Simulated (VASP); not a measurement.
Here is a VASP 6.6.1 calculation.

Contents of POSCAR:

```
ZrSe2
1.0
    3.7980000000      0.0000000000      0.0000000000
   -1.8990000000      3.2891644836      0.0000000000
    0.0000000000      0.0000000000      6.1920000000
Zr Se
1 2
Direct
    0.0000000000      0.0000000000      0.0000000000
    0.6666666667      0.3333333333      0.7500000000
    0.3333333333      0.6666666667      0.2500000000
```

The input INCAR.step1:

```
SYSTEM = ZrSe2
  ALGO = Normal
  EDIFF = 1E-6
  ENCUT = 520
  GGA = PE
  ISIF = 2
  ISMEAR = 0
  LASPH = .TRUE.
  LCHARG = .TRUE.
  LMAXMIX = 4
  LREAL = .FALSE.
  LWAVE = .FALSE.
  NBANDS = 19
  NELM = 100
  PREC = Accurate
  SIGMA = 0.02
```

The input KPOINTS.step1:

```
k-points
0
G
  8 8 6
  0 0 0
```

INCAR.step2

```
SYSTEM = ZrSe2
  ALGO = Normal
  EDIFF = 1E-6
  ENCUT = 520
  GGA = PE
  ICHARG = 11
  ISIF = 2
  ISMEAR = 0
  LASPH = .TRUE.
  LCHARG = .FALSE.
  LMAXMIX = 4
  LREAL = .FALSE.
  LWAVE = .FALSE.
  NBANDS = 19
  NELM = 100
  PREC = Accurate
  SIGMA = 0.05
```

The input KPOINTS.step2:

```
path GMKGALHA,LM,KH
20
line-mode
reciprocal
 0.0000000000  0.0000000000  0.0000000000  G
 0.5000000000  0.0000000000  0.0000000000  M

 0.5000000000  0.0000000000  0.0000000000  M
 0.3333333333  0.3333333333  0.0000000000  K

 0.3333333333  0.3333333333  0.0000000000  K
 0.0000000000  0.0000000000  0.0000000000  G

 0.0000000000  0.0000000000  0.0000000000  G
 0.0000000000  0.0000000000  0.5000000000  A

 0.0000000000  0.0000000000  0.5000000000  A
 0.5000000000  0.0000000000  0.5000000000  L

 0.5000000000  0.0000000000  0.5000000000  L
 0.3333333333  0.3333333333  0.5000000000  H

 0.3333333333  0.3333333333  0.5000000000  H
 0.0000000000  0.0000000000  0.5000000000  A

 0.5000000000  0.0000000000  0.5000000000  L
 0.5000000000  0.0000000000  0.0000000000  M

 0.3333333333  0.3333333333  0.0000000000  K
 0.3333333333  0.3333333333  0.5000000000  H
```

Potentials or basis: VASP PAW PBE potentials, release 64 (Zr_sv, Se).

Run with:

```bash
$ cat potpaw_PBE.64/Zr_sv/POTCAR potpaw_PBE.64/Se/POTCAR > POTCAR
$ cp INCAR.step1 INCAR
$ cp KPOINTS.step1 KPOINTS
$ mpirun -np 1 vasp_std > vasp.out
$ cp INCAR.step2 INCAR
$ cp KPOINTS.step2 KPOINTS
$ mpirun -np 1 vasp_std > vasp.out
```

Q: Predict the band gap along the path.

A: 0.37 eV, indirect (least direct gap 1.05 eV).

Q: Estimate the band gap on the k mesh.

A: 0.37 eV, indirect (least direct gap 1.05 eV).

Levels at the corners of the path, in eV from the valence-band top:
```csv
point,band 8,band 9,band 10,band 11,band 12,band 13,band 14,band 15,band 16,band 17
Γ,-2.74,-2.74,-0.06,-0.06,-0.01,1.05,1.05,1.58,4.33,4.33
M,-2.94,-2.68,-2.51,-2.14,-1.37,0.57,2.51,2.85,4.85,5.06
M,-2.94,-2.68,-2.51,-2.14,-1.37,0.57,2.51,2.85,4.85,5.06
K,-3.56,-3.56,-2.32,-2.32,-1.75,1.69,2.60,2.60,4.07,4.07
K,-3.56,-3.56,-2.32,-2.32,-1.75,1.69,2.60,2.60,4.07,4.07
Γ,-2.74,-2.74,-0.06,-0.06,-0.01,1.05,1.05,1.58,4.33,4.33
Γ,-2.74,-2.74,-0.06,-0.06,-0.01,1.05,1.05,1.58,4.33,4.33
A,-2.69,-2.69,-2.06,-0.23,-0.23,1.02,1.02,1.96,4.72,4.72
A,-2.69,-2.69,-2.06,-0.23,-0.23,1.02,1.02,1.96,4.72,4.72
L,-3.60,-2.68,-2.53,-1.06,-0.99,0.37,2.50,2.83,4.49,4.99
L,-3.60,-2.68,-2.53,-1.06,-0.99,0.37,2.50,2.83,4.49,4.99
H,-3.72,-3.36,-2.36,-2.01,-2.01,1.75,2.20,2.20,4.86,4.86
H,-3.72,-3.36,-2.36,-2.01,-2.01,1.75,2.20,2.20,4.86,4.86
A,-2.69,-2.69,-2.06,-0.23,-0.23,1.02,1.02,1.96,4.72,4.72
L,-3.60,-2.68,-2.53,-1.06,-0.99,0.37,2.50,2.83,4.49,4.99
M,-2.94,-2.68,-2.51,-2.14,-1.37,0.57,2.51,2.85,4.85,5.06
K,-3.56,-3.56,-2.32,-2.32,-1.75,1.69,2.60,2.60,4.07,4.07
H,-3.72,-3.36,-2.36,-2.01,-2.01,1.75,2.20,2.20,4.86,4.86
```

Caveat: the log is that of the step along the path at fixed density, whose energy, stress, charges and moments have no meaning.

**The experiment to reproduce.**

“Stress-Tuned Optical Transitions in Layered 1T-MX2 (M= Hf, Zr, Sn; X= S, Se) Crystals”, 2022, arxiv:2210.12074 quotes, for a bulk crystal of ZrSe2: band gap 1.2 eV (indirect).

Against the measured gap of ZrSe2, 1.2 eV (indirect; quoted in “Stress-Tuned Optical Transitions in Layered 1T-MX2 (M= Hf, Zr, Sn; X= S, Se) Crystals”, 2022, arxiv:2210.12074), the calculated 0.37 eV is off by -0.83 eV. Spin-orbit coupling on Se, Zr is left out. The value is that of PBE, without temperature or zero-point motion. Semilocal functionals fall short of measured gaps as a rule.
